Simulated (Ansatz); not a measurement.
Is this Si3C4 stable against decomposition?

Method: Ansatz, DFT PBE, scalar-relativistic, plane waves, PAW. All cells share a 420 eV cutoff and Γ-centred k meshes spaced about 0.3 Å⁻¹ or finer (0.25 for metals, 2π included). No spin polarisation.

Formation energies are uncorrected and refer to the elements' standard structures at the same level.

These are static total energies at zero pressure. The reference form of C is held partly by dispersion forces, which this level lacks.

The competitors are the elements and 2 reference phases of this chemical system (from databases or known types: Si7C, SiC), relaxed at the same level; other known phases may be missing.

The candidate was reached from: Cr3Te4 type (C2/m), changed on relaxing.

```cif
data_structure
_symmetry_space_group_name_H-M 'P 1'
_symmetry_Int_Tables_number 1
_cell_length_a 3.0042
_cell_length_b 3.0042
_cell_length_c 8.8932
_cell_angle_alpha 90.000
_cell_angle_beta 90.000
_cell_angle_gamma 120.000
_cell_volume 69.51
loop_
_atom_site_label
_atom_site_type_symbol
_atom_site_fract_x
_atom_site_fract_y
_atom_site_fract_z
_atom_site_occupancy
Si1 Si 0.00000 0.00000 0.50000 1
Si2 Si 0.66667 0.33333 0.17271 1
Si3 Si 0.33333 0.66667 0.82729 1
C1 C 0.00000 0.00000 0.08587 1
C2 C 0.33333 0.66667 0.62166 1
C3 C 0.00000 0.00000 0.91413 1
C4 C 0.66667 0.33333 0.37834 1
```

Q: Into what would it decompose?

A: Its formation energy is 0.440 eV/atom. The lowest competing mixture at this composition is this:

```json
{"phase": "C", "space group": "-", "source": "element", "share of atoms": "0.1429", "ΔE_f (eV/atom)": "-0.0002"}
{"phase": "SiC", "space group": "P6_3mc (No. 186)", "source": "Materials Project", "share of atoms": "0.8571", "ΔE_f (eV/atom)": "-0.204"}
```

The lowest database cell of C (-0.0002) lies slightly below the reference, hence the non-zero entry.

The mixture lies at -0.175 eV/atom, and the candidate lies 0.61 eV/atom above it. The candidate matches no cell in the subsets of the Crystallography Open Database and the Materials Project at hand. The margin is far too high for a likely synthesis. It holds C–C pairs (shortest 1.53 Å).
